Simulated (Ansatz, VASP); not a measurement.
One calculation of SnTe, two programs

The input INCAR:

```
PREC = Accurate ; ENCUT = 520
EDIFF = 1E-6 ; ISMEAR = -1
SIGMA = 0.05 ; LREAL = False
LASPH = True ; NELM = 80
ALGO = Normal ; ISIF = 2
LWAVE = False ; LCHARG = False
GGA = PE ; NBANDS = 17
```

The input KPOINTS:

```
Automatic mesh
0
Gamma
  9 9 9
```

The input POSCAR:

```
SnTe
1.0
    0.0000000000      3.5337391279      3.5337391279
    3.5337391279      0.0000000000      3.5337391279
    3.5337391279      3.5337391279      0.0000000000
Sn Te
1 1
Direct
    0.0000000000      0.0000000000      0.0000000000
    0.2500000000      0.2500000000      0.2500000000
```

Input for Ansatz:

```yaml
crystal:
  lattice:
    - [0.0, 3.5337391279, 3.5337391279]
    - [3.5337391279, 0.0, 3.5337391279]
    - [3.5337391279, 3.5337391279, 0.0]
  atoms:
    - { symbol: Sn, position: [0.0, 0.0, 0.0] }
    - { symbol: Te, position: [0.25, 0.25, 0.25] }
kpoints:
  mp_grid: { grid: [9, 9, 9] }
scf:
  occupations: { method: fermi_dirac, width: 0.05 }
hamiltonian:
  xc: pbe
  pseudopotentials: { kind: all_electron, lapw: { basis_error: 0.001 } }
output:
  forces: true
  stress: true
  eigenvalues: true
```

Change from the starting cell: volume scaled by 0.9405.

Alike in both runs: task single point; functional PBE; k mesh 9 × 9 × 9; occupations fermi-dirac, width 0.05 eV; no spin polarisation.

|  | VASP | Ansatz |
| --- | --- | --- |
| version | VASP 6.6.1 | Ansatz 0.2.0 |
| potentials or method | VASP PAW PBE potentials, release 64 (Sn_d, Te) | all-electron LAPW, scalar-relativistic |
| plane-wave cutoff (eV) | 520 | see its input |

```csv
,VASP,Ansatz,Ansatz less VASP
pressure (GPa),1.7,1.7,+0.04
```

Ansatz ran all-electron here, so the differences hold the error of VASP's frozen core and of both bases.

The runs have no spin-orbit coupling, so splittings on Te are missing.
